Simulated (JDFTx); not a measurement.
Crystal: TePb.

```xyz
2
Lattice="0.0000 3.2310 3.2310 3.2310 0.0000 3.2310 3.2310 3.2310 0.0000" Properties=species:S:1:pos:R:3 pbc="T T T"
Pb    0.0000    0.0000    0.0000
Te    3.2310    3.2310    3.2310
```

Base run:

* Program: JDFTx 1.7.0 (patched build)
* Functional: PBEsol
* Potentials or basis: PseudoDojo-SR-PBEsol-0.4.1-standard with smoothed tails
* Cutoff: 1088 eV
* Density cutoff: 8708 eV
* k mesh: 7 × 7 × 7
* Occupations: fermi-dirac, width 0.05 eV
* Spin: no spin polarisation

Its results: pressure -0.4 GPa.

Problem. The run is repeated on the same cell with these changes: functional from PBEsol to LDA; potentials or basis from PseudoDojo-SR-PBEsol-0.4.1-standard with smoothed tails to PseudoDojo-SR-LDA-0.4.1-standard with smoothed tails. What comes out?

Solution. Pressure -1.7 GPa.

Not every run made on this cell is shown here.
